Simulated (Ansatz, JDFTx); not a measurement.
This is a calculation of BAs for JDFTx 1.7.0 (patched build). 

BAs.in

```
lattice \
    0.0000000000     4.5136108487     4.5136108487 \
    4.5136108487     0.0000000000     4.5136108487 \
    4.5136108487     4.5136108487     0.0000000000
coords-type Lattice
ion As     0.7500000000     0.7500000000     0.7500000000 1
ion B      0.0000000000     0.0000000000     0.0000000000 1

ion-species pseudo/As.upf
ion-species pseudo/B.upf
elec-cutoff 40 320
elec-ex-corr lda-PW
kpoint-folding 10 10 10
elec-smearing Gauss 0.0018374661
elec-n-bands 15
electronic-SCF nIterations 100 energyDiffThreshold 1e-09
electronic-minimize nIterations 30 energyDiffThreshold 1e-7
converge-empty-states yes
forces-output-coords Cartesian

dump-name run.$VAR
dump End Ecomponents EigStats BandEigs Kpoints Forces Stress
```

Potentials or basis: PseudoDojo-SR-LDA-0.4.1-standard with smoothed tails.

The run is started by

```bash
$ jdftx -c 1 -i BAs.in -o BAs.out
```

Task: Translate it to Ansatz 0.2.0. Potentials or basis there: all-electron LAPW, scalar-relativistic.

Result: As run (cutoffs and basis follow the program's own potentials, and thresholds, step limits or extra output files can differ):

Contents of input.yaml:

```yaml
crystal:
  lattice:
    - [0.0, 2.3885, 2.3885]
    - [2.3885, 0.0, 2.3885]
    - [2.3885, 2.3885, 0.0]
  atoms:
    - { symbol: As, position: [0.75, 0.75, 0.75] }
    - { symbol: B, position: [0.0, 0.0, 0.0] }
kpoints:
  mp_grid: { grid: [10, 10, 10] }
scf:
  occupations: { method: gaussian, width: 0.1 }
hamiltonian:
  xc: lda
  pseudopotentials: { kind: all_electron, lapw: { basis_error: 0.001 } }
output:
  forces: true
  stress: true
  eigenvalues: true
```

Potentials or basis: all-electron LAPW, scalar-relativistic.

Command:

```sh
$ ansatz run input.yaml --threads 1 --pin off --max-ram 3072MiB --backend cpu --events-out ev --progress --plain --runs-dir out
```

Both were run:

|  | JDFTx | Ansatz |
| --- | --- | --- |
| Pressure | -4.2 GPa | -3.9 GPa |

Where Ansatz's input types no cutoff or centring, it takes its own default and a Γ-centred mesh.

The two programs' LDA may be different fits to the electron gas.

Pressure is positive in compression.
